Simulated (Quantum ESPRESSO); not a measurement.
# InP (F-43m) in Quantum ESPRESSO: a series of runs

The runs below take InP through phonons, with LDA.

All numbers are computed with Quantum ESPRESSO 7.5; they aren't measurements. Logs are shortened: lines on timing, memory, paths and dates and some standing lists are left out, and cuts for length are marked.

**What was measured.**

From a printed reference work, textbook, for a bulk crystal of InP at 300 K: high-frequency dielectric constant 9.61.

The results are compared with them further down.

## (1) Starting point

Symmetry: F-43m, No. 216, cubic system. The conventional cell has a = 5.861 Å, b = 5.861 Å, c = 5.861 Å, α = 90.00°, β = 90.00°, γ = 90.00°. Around In (site symmetry -43m) lie 4 P at 2.54 Å. P (site symmetry -43m) is surrounded by 4 In at 2.54 Å.

## (2) Phonons, LDA

File pw.in:

```
&CONTROL
  calculation = 'scf'
  prefix = 'pwscf'
  outdir = './tmp'
  pseudo_dir = './pseudo'
  tprnfor = .true.
  tstress = .true.
  disk_io = 'low'
/
&SYSTEM
  ibrav = 0
  nat = 2
  ntyp = 2
  ecutwfc = 56
  ecutrho = 448
  nbnd = 15
  occupations = 'smearing'
  smearing = 'fd'
  degauss = 0.00367493
/
&ELECTRONS
  conv_thr = 4d-10
  electron_maxstep = 120
  mixing_beta = 0.5
/
ATOMIC_SPECIES
In   114.8180 in_lda_v1.4.uspp.F.UPF
P     30.9738 p_lda_v1.5.uspp.F.UPF
CELL_PARAMETERS bohr
   0.0000000000    5.5378424082    5.5378424082
   5.5378424082    0.0000000000    5.5378424082
   5.5378424082    5.5378424082    0.0000000000
ATOMIC_POSITIONS bohr
In     0.0000000000    0.0000000000    0.0000000000
P      8.3067636123    8.3067636123    8.3067636123
K_POINTS automatic
4 4 4 1 1 1
```

File relax.in:

```
&CONTROL
  calculation = 'vc-relax'
  prefix = 'pwscf'
  outdir = './tmp'
  pseudo_dir = './pseudo'
  tprnfor = .true.
  tstress = .true.
  disk_io = 'low'
  nstep = 40
  forc_conv_thr = 0.0001
  etot_conv_thr = 1d-06
/
&SYSTEM
  ibrav = 0
  nat = 2
  ntyp = 2
  ecutwfc = 56
  ecutrho = 448
  nbnd = 15
  occupations = 'smearing'
  smearing = 'fd'
  degauss = 0.00367493
/
&ELECTRONS
  conv_thr = 4d-10
  electron_maxstep = 120
  mixing_beta = 0.5
/
&IONS
  ion_dynamics = 'bfgs'
/
&CELL
  cell_dynamics = 'bfgs'
  press = 0
  press_conv_thr = 0.2
/
ATOMIC_SPECIES
In   114.8180 in_lda_v1.4.uspp.F.UPF
P     30.9738 p_lda_v1.5.uspp.F.UPF
CELL_PARAMETERS bohr
   0.0000000000    5.5378424082    5.5378424082
   5.5378424082    0.0000000000    5.5378424082
   5.5378424082    5.5378424082    0.0000000000
ATOMIC_POSITIONS bohr
In     0.0000000000    0.0000000000    0.0000000000
P      8.3067636123    8.3067636123    8.3067636123
K_POINTS automatic
4 4 4 1 1 1
```

File gamma.in:

```
&CONTROL
  calculation = 'bands'
  prefix = 'pwscf'
  outdir = './tmp'
  pseudo_dir = './pseudo'
  disk_io = 'low'
  verbosity = 'high'
/
&SYSTEM
  ibrav = 0
  nat = 2
  ntyp = 2
  ecutwfc = 56
  ecutrho = 448
  nbnd = 15
  occupations = 'smearing'
  smearing = 'fd'
  degauss = 0.00367493
/
&ELECTRONS
  conv_thr = 1d-08
  electron_maxstep = 120
  mixing_beta = 0.5
  diago_full_acc = .true.
  startingwfc = 'random'
/
ATOMIC_SPECIES
In   114.8180 in_lda_v1.4.uspp.F.UPF
P     30.9738 p_lda_v1.5.uspp.F.UPF
CELL_PARAMETERS bohr
   0.0000000000    5.4996184422    5.4996184422
   5.4996184422    0.0000000000    5.4996184422
   5.4996184422    5.4996184422    0.0000000000
ATOMIC_POSITIONS bohr
In     0.0000000000    0.0000000000    0.0000000000
P      8.2494276634    8.2494276634    8.2494276634
K_POINTS crystal
1
0.0 0.0 0.0 1
```

File scf2.in:

```
&CONTROL
  calculation = 'scf'
  prefix = 'pwscf'
  outdir = './tmp'
  pseudo_dir = './pseudo'
  tprnfor = .true.
  tstress = .true.
  disk_io = 'low'
/
&SYSTEM
  ibrav = 0
  nat = 2
  ntyp = 2
  ecutwfc = 56
  ecutrho = 448
  nbnd = 15
  occupations = 'fixed'
/
&ELECTRONS
  conv_thr = 1d-13
  electron_maxstep = 120
  mixing_beta = 0.5
  startingpot = 'file'
/
ATOMIC_SPECIES
In   114.8180 in_lda_v1.4.uspp.F.UPF
P     30.9738 p_lda_v1.5.uspp.F.UPF
CELL_PARAMETERS bohr
   0.0000000000    5.4996184422    5.4996184422
   5.4996184422    0.0000000000    5.4996184422
   5.4996184422    5.4996184422    0.0000000000
ATOMIC_POSITIONS bohr
In     0.0000000000    0.0000000000    0.0000000000
P      8.2494276634    8.2494276634    8.2494276634
K_POINTS automatic
4 4 4 1 1 1
```

File ph.in:

```
phonons of InP
&INPUTPH
  prefix = 'pwscf'
  outdir = './tmp'
  tr2_ph = 1d-18
  fildyn = 'dyn'
  niter_ph = 90
  alpha_mix(1) = 0.7
  epsil = True
/
0.0000000000 0.0000000000 0.0000000000
```

File dynmat.in:

```
&INPUT
  fildyn = 'dyn'
  asr = 'crystal'
  lperm = .true.
  filout = 'dynmat.disp'
  fileig = 'dynmat.eig'
/
```

File dynmat_lo.in:

```
&INPUT
  fildyn = 'dyn'
  asr = 'crystal'
  filout = 'dynmat_lo.disp'
  fileig = 'dynmat_lo.eig'
  q(1) = 0
  q(2) = 0
  q(3) = 1
/
```

Potentials or basis: GBRV 1.5 LDA.

Command:

```bash
> OMP_NUM_THREADS=1 pw.x -in pw.in > pw.out
> OMP_NUM_THREADS=1 pw.x -in relax.in > relax.out
> OMP_NUM_THREADS=1 pw.x -in gamma.in > gamma.out
> OMP_NUM_THREADS=1 pw.x -in scf2.in > scf2.out
> OMP_NUM_THREADS=1 ph.x -in ph.in > ph.out
> OMP_NUM_THREADS=1 dynmat.x -in dynmat.in > dynmat.out
> OMP_NUM_THREADS=1 dynmat.x -in dynmat_lo.in > dynmat_lo.out
```

pw.out:

```text
This program is part of the open-source Quantum ESPRESSO suite
     for quantum simulation of materials; please cite
[... 9 lines left out ...]
     --------------------
     sticks:   dense  smooth     PW     G-vecs:    dense   smooth      PW
     Sum        1891     955    283                54313    19339    3143

     Using Slab Decomposition

     bravais-lattice index     =            0
     lattice parameter (alat)  =       7.8317  a.u.
     unit-cell volume          =     339.6658 (a.u.)^3
     number of atoms/cell      =            2
     number of atomic types    =            2
     number of electrons       =        18.00
     number of Kohn-Sham states=           15
     kinetic-energy cutoff     =      56.0000  Ry
     charge density cutoff     =     448.0000  Ry
     scf convergence threshold =      4.0E-10
     mixing beta               =       0.5000
     number of iterations used =            8  plain     mixing
     Exchange-correlation=  SLA  PZ   NOGX NOGC
                           (   1   1   0   0   0   0   0)

     celldm(1)=   7.831692  celldm(2)=   0.000000  celldm(3)=   0.000000
     celldm(4)=   0.000000  celldm(5)=   0.000000  celldm(6)=   0.000000

     crystal axes: (cart. coord. in units of alat)
               a(1) = (   0.000000   0.707107   0.707107 )
               a(2) = (   0.707107   0.000000   0.707107 )
               a(3) = (   0.707107   0.707107   0.000000 )

     reciprocal axes: (cart. coord. in units 2 pi/alat)
               b(1) = ( -0.707107  0.707107  0.707107 )
               b(2) = (  0.707107 -0.707107  0.707107 )
               b(3) = (  0.707107  0.707107 -0.707107 )

     PseudoPot. # 1 for In read from file:
     in_lda_v1.4.uspp.F.UPF
     Pseudo is Ultrasoft + core correction, Zval = 13.0
     Generated by new atomic code, or converted to UPF format
     Using radial grid of  889 points,  6 beta functions with:
                l(1) =   0
                l(2) =   0
                l(3) =   1
                l(4) =   1
                l(5) =   2
                l(6) =   2
     Q(r) pseudized with  6 coefficients,  rinner =    1.400   1.400   1.400
                                                       1.400   1.400

     PseudoPot. # 2 for P  read from file:
     p_lda_v1.5.uspp.F.UPF
     Pseudo is Ultrasoft + core correction, Zval =  5.0
     Generated by new atomic code, or converted to UPF format
     Using radial grid of  903 points,  6 beta functions with:
                l(1) =   0
                l(2) =   0
                l(3) =   1
                l(4) =   1
                l(5) =   2
                l(6) =   2
     Q(r) pseudized with  8 coefficients,  rinner =    1.300   1.300   1.300
                                                       1.300   1.300

     atomic species   valence    mass     pseudopotential
     In               13.00   114.81800     In( 1.00)
     P                 5.00    30.97380     P ( 1.00)

     24 Sym. Ops. (no inversion) found

   Cartesian axes

     site n.     atom                  positions (alat units)
         1        In     tau(   1) = (   0.0000000   0.0000000   0.0000000  )
         2        P      tau(   2) = (   1.0606602   1.0606602   1.0606602  )

     number of k points=    10  Fermi-Dirac smearing, width (Ry)=  0.0037
                       cart. coord. in units 2pi/alat
        k(    1) = (   0.0883883   0.0883883   0.0883883), wk =   0.0625000
        k(    2) = (   0.2651650   0.2651650  -0.0883883), wk =   0.1875000
        k(    3) = (  -0.2651650  -0.2651650   0.4419417), wk =   0.1875000
        k(    4) = (  -0.0883883  -0.0883883   0.2651650), wk =   0.1875000
        k(    5) = (   0.4419417   0.0883883   0.0883883), wk =   0.1875000
        k(    6) = (  -0.0883883  -0.4419417   0.6187184), wk =   0.3750000
        k(    7) = (   0.0883883  -0.2651650   0.4419417), wk =   0.3750000
        k(    8) = (  -0.6187184   0.0883883   0.0883883), wk =   0.1875000
        k(    9) = (   0.2651650   0.2651650   0.2651650), wk =   0.0625000
        k(   10) = (  -0.2651650  -0.2651650   0.7954951), wk =   0.1875000

     Dense  grid:    54313 G-vectors     FFT dimensions: (  54,  54,  54)

     Smooth grid:    19339 G-vectors     FFT dimensions: (  40,  40,  40)

     Initial potential from superposition of free atoms

     starting charge      16.4999, renormalised to      18.0000
     Starting wfcs are   13 randomized atomic wfcs +    2 random wfcs

     Self-consistent Calculation

     iteration #  1     ecut=    56.00 Ry     beta= 0.50
     Davidson diagonalization with overlap
     ethr =  1.00E-02,  avg # of iterations =  7.8

     total energy              =    -147.72528583 Ry
     estimated scf accuracy    <       2.66376562 Ry

     iteration #  2     ecut=    56.00 Ry     beta= 0.50
     Davidson diagonalization with overlap
     ethr =  1.00E-02,  avg # of iterations =  2.0

     total energy              =    -148.65647497 Ry
     estimated scf accuracy    <       0.29499858 Ry

     iteration #  3     ecut=    56.00 Ry     beta= 0.50
     Davidson diagonalization with overlap
     ethr =  1.64E-03,  avg # of iterations =  2.0

     total energy              =    -148.70627178 Ry
     estimated scf accuracy    <       0.00643607 Ry

     iteration #  4     ecut=    56.00 Ry     beta= 0.50
     Davidson diagonalization with overlap
     ethr =  3.58E-05,  avg # of iterations =  4.1

     total energy              =    -148.70715176 Ry
     estimated scf accuracy    <       0.00063160 Ry

     iteration #  5     ecut=    56.00 Ry     beta= 0.50
     Davidson diagonalization with overlap
     ethr =  3.51E-06,  avg # of iterations =  5.3

     total energy              =    -148.70720810 Ry
     estimated scf accuracy    <       0.00003467 Ry

     iteration #  6     ecut=    56.00 Ry     beta= 0.50
     Davidson diagonalization with overlap
     ethr =  1.93E-07,  avg # of iterations =  4.8

     total energy              =    -148.70722057 Ry
     estimated scf accuracy    <       0.00000117 Ry

     iteration #  7     ecut=    56.00 Ry     beta= 0.50
     Davidson diagonalization with overlap
     ethr =  6.48E-09,  avg # of iterations =  5.6

     total energy              =    -148.70722191 Ry
     estimated scf accuracy    <       0.00000063 Ry

     iteration #  8     ecut=    56.00 Ry     beta= 0.50
     Davidson diagonalization with overlap
     ethr =  3.47E-09,  avg # of iterations =  2.0

     total energy              =    -148.70722209 Ry
     estimated scf accuracy    <       0.00000003 Ry

     iteration #  9     ecut=    56.00 Ry     beta= 0.50
     Davidson diagonalization with overlap
     ethr =  1.41E-10,  avg # of iterations =  3.7

     End of self-consistent calculation

          k = 0.0884 0.0884 0.0884 (  2400 PWs)   bands (ev):

    -7.4443  -7.4172  -7.4172  -7.2698  -7.2698  -4.6583   5.1144   6.5414
     6.5414   8.1954  10.8183  10.9575  10.9575  15.4863  15.4863

          k = 0.2652 0.2652-0.0884 (  2409 PWs)   bands (ev):

    -7.5130  -7.3912  -7.3883  -7.2729  -7.2611  -3.7928   2.5788   4.9681
     6.1105   9.0629  11.3609  11.5384  12.0845  14.6496  16.2196

          k =-0.2652-0.2652 0.4419 (  2410 PWs)   bands (ev):

    -7.5496  -7.3815  -7.3744  -7.2671  -7.2543  -3.0114   1.0433   4.8866
     5.4757   8.8906  11.0178  11.9606  13.5569  15.7807  17.1531

          k =-0.0884-0.0884 0.2652 (  2417 PWs)   bands (ev):

    -7.4941  -7.3961  -7.3928  -7.2807  -7.2596  -4.2012   3.6748   5.7718
     5.7799   9.1754  10.1348  11.9498  12.0229  14.1589  16.1450

          k = 0.4419 0.0884 0.0884 (  2403 PWs)   bands (ev):

    -7.5583  -7.3599  -7.3555  -7.2990  -7.2465  -3.3916   2.2399   4.6656
     4.9795   9.0718   9.9310  12.7495  13.4789  15.0473  17.0964

          k =-0.0884-0.4419 0.6187 (  2401 PWs)   bands (ev):

    -7.5776  -7.3613  -7.3331  -7.2932  -7.2517  -2.4793   1.0742   3.5469
     4.4240   9.7687  11.0030  12.4177  14.0618  15.4117  17.6987

          k = 0.0884-0.2652 0.4419 (  2404 PWs)   bands (ev):

    -7.5508  -7.3763  -7.3602  -7.2819  -7.2542  -3.1060   1.6312   4.1198
     5.2453   9.7845  10.7937  11.8666  13.2977  15.2278  17.3882

          k =-0.6187 0.0884 0.0884 (  2401 PWs)   bands (ev):

    -7.5988  -7.3342  -7.3264  -7.3121  -7.2392  -2.5490   1.0868   4.0098
     4.5237   8.6683   9.5336  14.3793  14.9439  16.0985  17.5097

          k = 0.2652 0.2652 0.2652 (  2421 PWs)   bands (ev):

    -7.5298  -7.3890  -7.3890  -7.2605  -7.2605  -3.4713   1.5966   5.8498
     5.8498   8.1178  11.4722  11.4722  13.1882  15.3971  16.1524

          k =-0.2652-0.2652 0.7955 (  2389 PWs)   bands (ev):

    -7.5610  -7.3704  -7.3540  -7.2769  -7.2600  -2.7165   1.1602   3.5779
     5.2172   9.3251  11.4930  12.8509  13.3870  15.1658  15.8675

     the Fermi energy is     7.3420 ev

!    total energy              =    -148.70722211 Ry
     estimated scf accuracy    <          1.9E-10 Ry
     smearing contrib. (-TS)   =      -0.00000000 Ry
     internal energy E=F+TS    =    -148.70722210 Ry

     The total energy is F=E-TS. E is the sum of the following terms:
     one-electron contribution =     -55.84954650 Ry
     hartree contribution      =      40.00222791 Ry
     xc contribution           =     -43.13949932 Ry
     ewald contribution        =     -89.72040420 Ry

     convergence has been achieved in   9 iterations

     Forces acting on atoms (cartesian axes, Ry/au):

     atom    1 type  1   force =     0.00000000    0.00000000    0.00000000
     atom    2 type  2   force =     0.00000000    0.00000000    0.00000000

     Total force =     0.000000     Total SCF correction =     0.000000

     Computing stress (Cartesian axis) and pressure

          total   stress  (Ry/bohr**3)                   (kbar)     P=      -13.70
  -0.00009314   0.00000000   0.00000000          -13.70        0.00        0.00
   0.00000000  -0.00009314  -0.00000000            0.00      -13.70       -0.00
   0.00000000   0.00000000  -0.00009314            0.00        0.00      -13.70

=------------------------------------------------------------------------------=
   JOB DONE.
=------------------------------------------------------------------------------=
```

Run time: 4.6 min. Hardware: 1 thread of Arm Neoverse V2, shared host; peak memory 0.23 GiB.

Results:

* Free energy: -2023.2684 eV
* Relaxed volume: 24.65 Å³/atom
* Relaxed cell: a = 4.116 Å, b = 4.116 Å, c = 4.116 Å, α = 60.00°, β = 60.00°, γ = 60.00°
* Space group after relaxing (to 0.05 Å): F-43m (No. 216)
* Pressure after relaxing: 0.1 GPa
* Electronic dielectric tensor (diagonal): 12.31
* Born charges (mean of the diagonal): In +2.48; P -2.58 e
* Highest phonon frequency at Γ, LO-TO splitting left out: 304 cm⁻¹
* Static dielectric tensor (diagonal): 15.14

The path:
```tsv
step	energy change (eV)	largest force (eV/Å)	pressure (GPa)	volume (Å³)
1	0.0000	0.0000	-1.37	50.33
2	-0.0025	0.0000	-0.92	49.98
3	-0.0043	0.0000	-0.22	49.46
4	-0.0044	0.0000	0.01	49.29
5	-0.0044	0.0000	0.00	49.30
```

Final structure:
```
In P
1.0
     0.00000    2.91027    2.91027
     2.91027    0.00000    2.91027
     2.91027    2.91027    0.00000
In P
1 1
Direct
  0.00000 0.00000 0.00000
  0.75000 0.75000 0.75000
```

Levels at points of the mesh, in eV from the valence-band top:
| k point | band 5 | band 6 | band 7 | band 8 | band 9 | band 10 | band 11 | band 12 | band 13 | band 14 |
| --- | --- | --- | --- | --- | --- | --- | --- | --- | --- | --- |
| (0.12, 0.12, 0.12) | -13.84 | -11.33 | -1.42 | 0.00 | 0.00 | 1.74 | 4.30 | 4.43 | 4.43 | 8.97 |

Phonon frequencies in cm⁻¹ (negative: imaginary):
```csv
q point,frequencies
"(0.000, 0.000, 0.000)",-7 -7 -7 304 304 304
```

Electronic dielectric tensor:
```
12.31  0.00  0.00
 0.00 12.31  0.00
 0.00  0.00 12.31
```

Born effective charge tensors (e):
atom 1, In
```
2.48 0.00 0.00
0.00 2.48 0.00
0.00 0.00 2.48
```
atom 2, P
```
-2.58  0.00  0.00
 0.00 -2.58  0.00
 0.00  0.00 -2.58
```

Optical modes at Γ, degenerate ones joined, polar ones without the macroscopic field:
```csv
cm⁻¹,components,symmetry,active in,"IR intensity, summed ((D/Å)²/amu)"
304,3,T2,IR and Raman,18.12
```

Zone-centre frequencies without and with the macroscopic field along z (cm⁻¹):
```
                optical modes in rising order
       without                    304 304 304
with the field                    304 304 337
```

Static dielectric tensor, electrons and zone-centre modes:
```
15.14  0.00  0.00
 0.00 15.14  0.00
 0.00  0.00 15.14
```

Caveat: the mesh is thin for the dielectric tensor, Born charges and intensities, which usually come out too large; the Born charges break their sum rule by 0.10 e, a sign of too thin a mesh.

[end of part 1 of 5]
